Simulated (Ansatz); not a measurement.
Diamond C, relaxed with r2SCAN in Ansatz. Space group Fd-3m (No. 227), cubic; a = 3.560 Å in the conventional setting, 5.64 Å³ an atom. Around C lie 4 C at 1.54 Å.

The axes x, y and z are those of this cell:
```yaml
crystal:
  lattice:
    - [0.00000, 1.78012, 1.78012]
    - [1.78012, 0.00000, 1.78012]
    - [1.78012, 1.78012, 0.00000]
  atoms:
    - { symbol: C, position: [0.00000, 0.00000, 0.00000] }
    - { symbol: C, position: [0.25000, 0.25000, 0.25000] }
```

Unstrained: The PBE gap is indirect, 4.148 eV (Γ to Γ–X (0.73 of the way from Γ)), below the direct gap of 5.609 eV at Γ. The r2SCAN gap is indirect, 4.361 eV (Γ to Γ–X (0.73 of the way from Γ)), below the direct gap of 5.896 eV at Γ. HSE06 gives an indirect gap of 5.300 eV, from Γ to Γ–X (0.73 of the way from Γ); the least direct gap is 6.994 eV at Γ. Meshes: PBE 12×12×12, r2SCAN 12×12×12, HSE06 8×8×8. Strains are changes of length per length. After each strain the atoms were relaxed again with r2SCAN within the symmetry that the strain leaves, so tilts or polar shifts that break it weren't tested; points keep the names that they have in the unstrained zone. (Simulation; spin polarisation is off.)

(1) Estimate what isotropic +4.0 % on every length does to the gap.

(2) Apply isotropic +3.0 % on every length. How far does the gap move, against the unstrained cell?

(3) Apply isotropic +2.0 % on every length. How far does the gap move, against the unstrained cell?

(4) Estimate what isotropic -3.0 % on every length does to the gap.

(5) Apply isotropic -4.0 % on every length. How far does the gap move, against the unstrained cell?

(6) Estimate what isotropic -1.0 % on every length does to the gap.

(7) Apply isotropic +1.0 % on every length. How far does the gap move, against the unstrained cell?

(8) Estimate what isotropic -2.0 % on every length does to the gap.

(9) Order the strained cells by their HSE06 gap, smallest first.
A. isotropic +2.0 % on every length
B. isotropic +3.0 % on every length
C. isotropic -1.0 % on every length
D. isotropic +1.0 % on every length
E. isotropic +4.0 % on every length

Results:

(1) PBE: the gap goes from 4.148 to 3.895 eV (-0.253 eV); the edges go from Γ → Γ–X (0.73) to Γ → Γ–X (0.72). r2SCAN: the gap goes from 4.361 to 4.090 eV (-0.271 eV); the edges go from Γ → Γ–X (0.73) to Γ → Γ–X (0.72). HSE06: the gap goes from 5.300 to 5.014 eV (-0.286 eV); the edges go from Γ → Γ–X (0.73) to Γ → Γ–X (0.72). The r2SCAN energy rises by 102.7 meV an atom.

(2) PBE: the gap goes from 4.148 to 3.958 eV (-0.190 eV); the edges go from Γ → Γ–X (0.73) to Γ → Γ–X (0.72). r2SCAN: the gap goes from 4.361 to 4.156 eV (-0.205 eV); the edges go from Γ → Γ–X (0.73) to Γ → Γ–X (0.72). HSE06: the gap goes from 5.300 to 5.085 eV (-0.215 eV); the edges go from Γ → Γ–X (0.73) to Γ → Γ–X (0.72). The r2SCAN energy rises by 59.3 meV an atom.

(3) PBE: the gap goes from 4.148 to 4.022 eV (-0.126 eV); the edges go from Γ → Γ–X (0.73) to Γ → Γ–X (0.72). r2SCAN: the gap goes from 4.361 to 4.223 eV (-0.138 eV); the edges go from Γ → Γ–X (0.73) to Γ → Γ–X (0.72). HSE06: the gap goes from 5.300 to 5.156 eV (-0.144 eV); the edges go from Γ → Γ–X (0.73) to Γ → Γ–X (0.72). The r2SCAN energy rises by 27.1 meV an atom.

(4) PBE: the gap goes from 4.148 to 4.358 eV (+0.210 eV). r2SCAN: the gap goes from 4.361 to 4.581 eV (+0.220 eV). The r2SCAN energy rises by 69.7 meV an atom.

(5) PBE: the gap goes from 4.148 to 4.431 eV (+0.283 eV); the edges go from Γ → Γ–X (0.73) to Γ → Γ–X (0.74). r2SCAN: the gap goes from 4.361 to 4.658 eV (+0.297 eV); the edges go from Γ → Γ–X (0.73) to Γ → Γ–X (0.74). The r2SCAN energy rises by 127.3 meV an atom.

(6) PBE: the gap goes from 4.148 to 4.214 eV (+0.066 eV). r2SCAN: the gap goes from 4.361 to 4.433 eV (+0.072 eV). HSE06: the gap goes from 5.300 to 5.374 eV (+0.074 eV). The r2SCAN energy rises by 7.3 meV an atom.

(7) PBE: the gap goes from 4.148 to 4.087 eV (-0.061 eV); the edges go from Γ → Γ–X (0.73) to Γ → Γ–X (0.72). r2SCAN: the gap goes from 4.361 to 4.292 eV (-0.069 eV); the edges go from Γ → Γ–X (0.73) to Γ → Γ–X (0.72). HSE06: the gap goes from 5.300 to 5.229 eV (-0.071 eV); the edges go from Γ → Γ–X (0.73) to Γ → Γ–X (0.72). The r2SCAN energy rises by 6.9 meV an atom.

(8) PBE: the gap goes from 4.148 to 4.285 eV (+0.137 eV). r2SCAN: the gap goes from 4.361 to 4.506 eV (+0.145 eV). The r2SCAN energy rises by 30.2 meV an atom.

(9) E (5.01 eV), B (5.08 eV), A (5.16 eV), D (5.23 eV), C (5.37 eV).

Where an edge lies off the special points, it is a point of the mesh or the k point where a search put PBE's edge or least direct gap, reused for the other functionals, whose own edges may lie a little apart.

The meshes of the hybrids are coarse, so their gaps aren't converged to the digits shown.
